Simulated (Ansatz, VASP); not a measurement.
GaN in VASP and in Ansatz

```
Ga N
1.0
     0.00000    2.03158    2.03158
     2.03158    0.00000    2.03158
     2.03158    2.03158    0.00000
Ga N
1 1
Direct
  0.50000 0.50000 0.50000
  0.00000 0.00000 0.00000
```

Change from the starting cell: volume scaled by 1.06.

Alike in both runs: task single point; functional PBEsol; k mesh 10 × 10 × 10; occupations fermi-dirac, width 0.02 eV; no spin polarisation.

```csv
,VASP,Ansatz
version,VASP 6.6.1,Ansatz 0.2.0
potentials or method,"VASP PAW PBE potentials, release 64 (Ga_d, N), cutoff 520 eV","all-electron LAPW, scalar-relativistic"
```

```csv
,VASP,Ansatz,Ansatz less VASP
gap on the k mesh at the Fermi level (eV),1.31,1.33,+0.012
pressure (GPa),34.6,34.1,-0.50
```

Ansatz ran all-electron here, so the differences hold the error of VASP's frozen core and of both bases.

Caveats: so large a pressure means that the cell lies far from this level's equilibrium, or that cutoff or potentials fall short (VASP); the potentials were made for another functional, which shifts forces and pressure (VASP). A k mesh can miss the band edges.
